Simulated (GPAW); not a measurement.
Set up this calculation in GPAW 26.7.0, as an ASE script.

```yaml
Task: relaxation of cell and atoms
Functional: PBEsol
Dispersion: D3
Potentials_or_basis: PAW data sets generated in the run's folder for this functional
Cutoff: 600 eV
Basis: pw
k_mesh: 5 × 5 × 5
Occupations: fermi-dirac, width 0.05 eV
Spin: no spin polarisation
Maxiter: 150
Optimizer: BFGS
Fmax: 0.02 eV/Å
Max_steps: 60
Convergence: density=1e-05 forces=0.0001
```

Ti3Pt:

```
Pt Ti
1.0
     5.03000    0.00000    0.00000
     0.00000    5.03000    0.00000
     0.00000    0.00000    5.03000
Pt Ti
2 6
Direct
  0.50000 0.50000 0.50000
  0.00000 0.00000 0.00000
  0.00000 0.50000 0.25000
  0.00000 0.50000 0.75000
  0.50000 0.25000 0.00000
  0.75000 0.00000 0.50000
  0.50000 0.75000 0.00000
  0.25000 0.00000 0.50000
```

These files were run (other wordings do the same):

run.py

```python
from ase import Atoms
from ase.calculators.mixing import SumCalculator
from ase.filters import FrechetCellFilter
from ase.io import write
from ase.optimize import BFGS
from dftd3.ase import DFTD3
from gpaw import GPAW, PW, setup_paths

setup_paths.insert(0, '.')

atoms = Atoms(['Pt', 'Pt', 'Ti', 'Ti', 'Ti', 'Ti', 'Ti', 'Ti'],
              cell=[[5.03, 0.0, 0.0],
                    [0.0, 5.03, 0.0],
                    [0.0, 0.0, 5.03]],
              scaled_positions=[[0.5, 0.5, 0.5],
                                [0.0, 0.0, 0.0],
                                [0.0, 0.5, 0.25],
                                [0.0, 0.5, 0.75],
                                [0.5, 0.25, 0.0],
                                [0.75, 0.0, 0.5],
                                [0.5, 0.75, 0.0],
                                [0.25, 0.0, 0.5]],
              pbc=True)

calc = GPAW(mode=PW(600),
            xc='PBEsol',
            kpts={'size': (5, 5, 5), 'gamma': True},
            occupations={'name': 'fermi-dirac', 'width': 0.05},
            nbands=89,
            convergence={'density': 1e-05, 'forces': 0.0001},
            maxiter=150,
            txt='gpaw.txt')
atoms.calc = SumCalculator([calc, DFTD3(method='pbesol', damping='d3zero')])
opt = BFGS(FrechetCellFilter(atoms), trajectory='relax.traj', logfile='-')
done = opt.run(fmax=0.02, steps=60)
calc.write('gs.gpw')
write('result.traj', atoms)
print('Converged:', done)
print('Cell:', atoms.cell.cellpar().round(4))
print('Volume:', round(atoms.get_volume(), 4))
print(atoms.get_scaled_positions().round(5))
```

Potentials or basis: PAW data sets generated in the run's folder for this functional, pw.

Command:

```bash
$ gpaw-setup -f PBEsol Pt Ti
$ OMP_NUM_THREADS=1 python run.py
```

Results of the run:

The relaxed volume is 14.81 Å³/atom and the relaxed cell is a = 4.911 Å, b = 4.911 Å, c = 4.911 Å, α = 90.00°, β = 90.00°, γ = 90.00°. The space group after relaxing (to 0.05 Å) is Pm-3n (No. 223), the energy gained by relaxing is 37.0 meV/atom and the ionic steps are 4. The pressure after relaxing is -0.1 GPa and the band gap on the k mesh is none (metal or under the smearing width). The dispersion energy per atom is -0.521 eV.

Caveat: later steps reuse the first step's grids; pairwise dispersion overbinds metals, which lowers pressure and volume.

It took 6.3 min on 1 thread of Arm Neoverse V2, on a shared host, peak memory 0.42 GiB.
